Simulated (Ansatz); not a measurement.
# CoSi2: the cost of one run

Program: Ansatz 0.2.0. Level of theory: DFT PBE, scalar-relativistic, plane waves, PAW. These are calculated values, not measurements.

The COD entry's cell or inner coordinates are ideal or old and differ from later refinements, so a difference from it is no clean test against experiment.

1 further run of the same task is left out (set aside as unsound or not needed).

### Step 1. The structure to begin with

The structure is cubic, space group Fm-3m (No. 225). The conventional cell has a = 5.360 Å, b = 5.360 Å, c = 5.360 Å, α = 90.00°, β = 90.00°, γ = 90.00°. Around Co (site symmetry m-3m) lie 8 Si at 2.32 Å. Around Si (site symmetry -43m) lie 4 Co at 2.32 Å.

As a file:

```
Co Si
1.0
     0.00000    2.67992    2.67992
     2.67992    0.00000    2.67992
     2.67992    2.67992    0.00000
Co Si
1 2
Direct
  0.00000 0.00000 0.00000
  0.25000 0.25000 0.25000
  0.75000 0.75000 0.75000
```

This cell was relaxed beforehand with the same method: volume 12.83 Å³/atom, gap on the mesh none (metal).

### Step 2. Next: the [111] wire, 18 host atoms a period

The wire is cut from the relaxed crystal, periodic along c with vacuum across. Atoms and period relax; energies count from the bulk, -2133.0585 eV an atom.

The cell holds 6 Co, 12 Si: a = 12.300 Å, b = 13.100 Å, c = 9.284 Å, α = 90.00°, β = 90.00°, γ = 90.00°.

### Step 3. Relaxation

Pressure and volume refer to the whole cell with its vacuum; only the period along c may change.

Contents of input.yaml:

```yaml
crystal:
  lattice:
    - [12.3, 0.0, 0.0]
    - [0.0, 13.1, 0.0]
    - [0.0, 0.0, 9.2835218876]
  atoms:
    - { symbol: Co, position: [0.6334236033, 0.5, 0.0] }
    - { symbol: Si, position: [0.4555254656, 0.5, 0.5833333333] }
    - { symbol: Si, position: [0.5444745344, 0.3553442008, 0.4166666667] }
    - { symbol: Si, position: [0.3665763967, 0.6446557992, 0.75] }
    - { symbol: Co, position: [0.4555254656, 0.5, 0.3333333333] }
    - { symbol: Si, position: [0.6334236033, 0.5, 0.25] }
    - { symbol: Si, position: [0.5444745344, 0.6446557992, 0.4166666667] }
    - { symbol: Si, position: [0.3665763967, 0.3553442008, 0.75] }
    - { symbol: Co, position: [0.3665763967, 0.3553442008, 0.0] }
    - { symbol: Co, position: [0.5444745344, 0.6446557992, 0.6666666667] }
    - { symbol: Si, position: [0.3665763967, 0.6446557992, 0.25] }
    - { symbol: Si, position: [0.5444745344, 0.3553442008, 0.9166666667] }
    - { symbol: Si, position: [0.4555254656, 0.5, 0.0833333333] }
    - { symbol: Co, position: [0.3665763967, 0.6446557992, 0.0] }
    - { symbol: Co, position: [0.5444745344, 0.3553442008, 0.6666666667] }
    - { symbol: Si, position: [0.3665763967, 0.3553442008, 0.25] }
    - { symbol: Si, position: [0.5444745344, 0.6446557992, 0.9166666667] }
    - { symbol: Si, position: [0.6334236033, 0.5, 0.75] }
basis:
  ecutwfc: 420
kpoints:
  mp_grid: { grid: [1, 1, 6] }
hamiltonian:
  xc: pbe
scf:
  occupations: { method: gaussian, width: 0.05 }
output:
  forces: true
  stress: true
  eigenvalues: true
  populations: true
  write_density: true
  write_potential: true
  elf: true
  volumetric_format: npy
relax:
  adjacent_minimum: "off"
  f_tol: 0.02
  max_steps: 45
  cell: { fix: [a, b, alpha, beta, gamma], stress_tol: 0.03 }
```

On the command line:

```sh
$ ansatz run input.yaml --threads 4 --pin off --max-ram 11264MiB --backend cpu --events-out ev --progress --plain --runs-dir out
```

**Question.** How long does this run take on 4 threads of Intel Xeon Platinum 8259CL at 2.50GHz (Skylake/Cascade Lake), shared host, and how much memory does it need?

About 8.1 min, with a peak of 2.6 GiB.
